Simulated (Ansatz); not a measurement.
Crystal: ZrC.

```
Zr C
1.0
     0.00000    2.36500    2.36500
     2.36500    0.00000    2.36500
     2.36500    2.36500    0.00000
Zr C
1 1
Direct
  0.50000 0.50000 0.50000
  0.00000 0.00000 0.00000
```

```yaml
Program: Ansatz 0.2.0
Task: relaxation of cell and atoms
Functional: PBEsol
Dispersion: D4
Potentials_or_basis: all-electron LAPW, scalar-relativistic
Basis_error_allowed: 0.001 eV/atom
k_mesh: 10 × 10 × 10
Occupations: fermi-dirac, width 0.05 eV
Spin: no spin polarisation
```

At the start: volume 13.23 Å³/atom.

**Question.** How do energy, volume and symmetry change on relaxing?

**Answer.** Over 5 steps the energy falls by 20.3 meV/atom and the volume is 12.62 Å³/atom (-4.6 %); space group Fm-3m (No. 225, to 0.05 Å).

Step by step:
```csv
step,energy change (eV),largest force (eV/Å),volume (Å³)
1,0.0000,0.0000,26.46
2,-0.0403,0.0000,25.32
3,-0.0405,0.0000,25.23
4,-0.0405,0.0000,25.24
5,-0.0405,0.0000,25.24
```

Final structure:
```xyz
2
Lattice="0.0000 2.3282 2.3282 2.3282 0.0000 2.3282 2.3282 2.3282 0.0000" Properties=species:S:1:pos:R:3 pbc="T T T"
Zr    2.3282    2.3282    2.3282
C     0.0000    0.0000    0.0000
```
